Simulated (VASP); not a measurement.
Calculation: PBE GGA, VASP's PBE PAW potentials (set 64) (plane waves; VASP).

VASP input:

KPOINTS:
```
Automatic mesh
0
Gamma
8 8 8
0.5 0.5 0.5
```

INCAR:
```
! general
SYSTEM  = SrF2
PREC    = Accurate
ENCUT   = 160
LREAL   = F
LASPH   = T

! electronic loop
EDIFF   = 1E-6
NELM    = 100
ALGO    = Normal
LMAXMIX = 4

! smearing
ISMEAR  = 0
SIGMA   = 0.05

! functional
GGA     = PE

! ions
ISIF    = 2

! output
LWAVE   = F
LCHARG  = F
```

POSCAR:
```
SrF2
1.0
  0.0000000000   2.9320470000   2.9320470000
  2.9320470000   0.0000000000   2.9320470000
  2.9320470000   2.9320470000   0.0000000000
Sr F
1 2
Cartesian
  0.0000000000   0.0000000000   0.0000000000
  4.3980705000   4.3980705000   4.3980705000
  1.4660235000   1.4660235000   1.4660235000
```

POTCAR, in this order: Sr_sv F (PBE.64 set). Program: vasp_std.

What VASP printed:

### OUTCAR
```
 ion  position               nearest neighbor table
   1  0.000  0.000  0.000-   2 2.54   2 2.54   3 2.54   3 2.54   3 2.54   3 2.54   2 2.54   2 2.54
  LATTYP: Found a face centered cubic cell.
 ALAT       =     5.8640940000
 Subroutine PRICEL returns:
 Original cell was already a primitive cell.
 Subroutine GETGRP returns: Found 48 space group operations
The static configuration has the point symmetry O_h .
The dynamic configuration has the point symmetry O_h .
 Subroutine INISYM returns: Found 48 space group operations
 Subroutine IBZKPT returns following result:
 Found     60 irreducible k-points:

 Following reciprocal coordinates:
            Coordinates               Weight
  0.062500  0.062500  0.062500      8.000000
  0.187500  0.062500  0.062500     24.000000
  0.312500  0.062500  0.062500     24.000000
  0.437500  0.062500  0.062500     24.000000
 -0.437500  0.062500  0.062500     24.000000
 -0.312500  0.062500  0.062500     24.000000
 -0.187500  0.062500  0.062500     24.000000
 -0.062500  0.062500  0.062500     24.000000
  0.187500  0.187500  0.062500     24.000000
  0.312500  0.187500  0.062500     48.000000
  0.437500  0.187500  0.062500     48.000000
 -0.437500  0.187500  0.062500     48.000000
 -0.312500  0.187500  0.062500     48.000000
 -0.187500  0.187500  0.062500     48.000000
 -0.062500  0.187500  0.062500     48.000000
  0.312500  0.312500  0.062500     24.000000
  0.437500  0.312500  0.062500     48.000000
 -0.437500  0.312500  0.062500     48.000000
 -0.312500  0.312500  0.062500     48.000000
 -0.187500  0.312500  0.062500     48.000000
 -0.062500  0.312500  0.062500     48.000000
  0.437500  0.437500  0.062500     24.000000
 -0.437500  0.437500  0.062500     48.000000
 -0.312500  0.437500  0.062500     48.000000
 -0.187500  0.437500  0.062500     48.000000
...
```

File OSZICAR:
```
       N       E                     dE             d eps       ncg     rms          rms(c)
DAV:   1     0.401575879319E+02    0.40158E+02   -0.72907E+03  2328   0.587E+02
DAV:   2    -0.202339506491E+02   -0.60392E+02   -0.58537E+02  2584   0.167E+02
DAV:   3    -0.213180914638E+02   -0.10841E+01   -0.10835E+01  2520   0.226E+01
DAV:   4    -0.213335849801E+02   -0.15494E-01   -0.15493E-01  2680   0.220E+00
DAV:   5    -0.213343725705E+02   -0.78759E-03   -0.78759E-03  2616   0.293E-01    0.505E+01
DAV:   6    -0.132677939784E+02    0.80666E+01   -0.18727E+01  1920   0.250E+01    0.236E+01
DAV:   7    -0.126968564011E+02    0.57094E+00   -0.14393E+00  1952   0.863E+00    0.905E+00
DAV:   8    -0.127053637459E+02   -0.85073E-02   -0.19621E-01  2320   0.363E+00    0.662E-01
DAV:   9    -0.127061404675E+02   -0.77672E-03   -0.22501E-02  2216   0.107E+00    0.298E-01
DAV:  10    -0.127064600991E+02   -0.31963E-03   -0.70541E-04  2440   0.207E-01    0.402E-02
DAV:  11    -0.127064505768E+02    0.95224E-05   -0.19408E-04  2360   0.982E-02    0.352E-02
DAV:  12    -0.127064386195E+02    0.11957E-04   -0.46904E-05  1952   0.432E-02    0.128E-02
DAV:  13    -0.127064390690E+02   -0.44952E-06   -0.11988E-06  2152   0.842E-03
   1 F= -.12706439E+02 E0= -.12706439E+02  d E =-.194417E-14
```

File OUTCAR:
```
------------------------ aborting loop because EDIFF is reached ----------------------------------------
  FORCE on cell =-STRESS in cart. coord.  units (eV):
  Direction    XX          YY          ZZ          XY          YZ          ZX
  --------------------------------------------------------------------------------------
  Total     -113.2952003   -113.2952003   -113.2952003      0.0000000      0.0000000      0.0000000
  in kB    -3600.6367953  -3600.6367953  -3600.6367953      0.0000000      0.0000000      0.0000000
  external PRESSURE =   -3600.6367953 kB  Pullay stress =       0.0000000 kB
  volume of cell :       50.41
      direct lattice vectors                 reciprocal lattice vectors
     0.000000000  2.932047000  2.932047000    -0.170529326  0.170529326  0.170529326
     2.932047000  0.000000000  2.932047000     0.170529326 -0.170529326  0.170529326
     2.932047000  2.932047000  0.000000000     0.170529326  0.170529326 -0.170529326
 POSITION                                       TOTAL-FORCE (eV/Angst)
 -----------------------------------------------------------------------------------
      0.00000      0.00000      0.00000        -0.000000      0.000000     -0.000000
      4.39807      4.39807      4.39807        -0.000000     -0.000000     -0.000000
      1.46602      1.46602      1.46602         0.000000      0.000000      0.000000
 -----------------------------------------------------------------------------------
    total drift:                                0.000000      0.000000      0.000000
  FREE ENERGIE OF THE ION-ELECTRON SYSTEM (eV)
  ---------------------------------------------------
  free  energy   TOTEN  =       -12.7064390690 eV

  energy  without entropy=      -12.7064390690  energy(sigma->0) =      -12.70643907
```
(Selected blocks of OUTCAR.)

At this cut-off the stress carries a Pulay error, which pulls relaxed volumes low.

The structure comes from a computed database's SrF2 entry; how it stands against other phases isn't given here. The cell was not relaxed at this level. The run is one of a series of settings (ENCUT = 160 against the base run), some of them coarse on purpose.
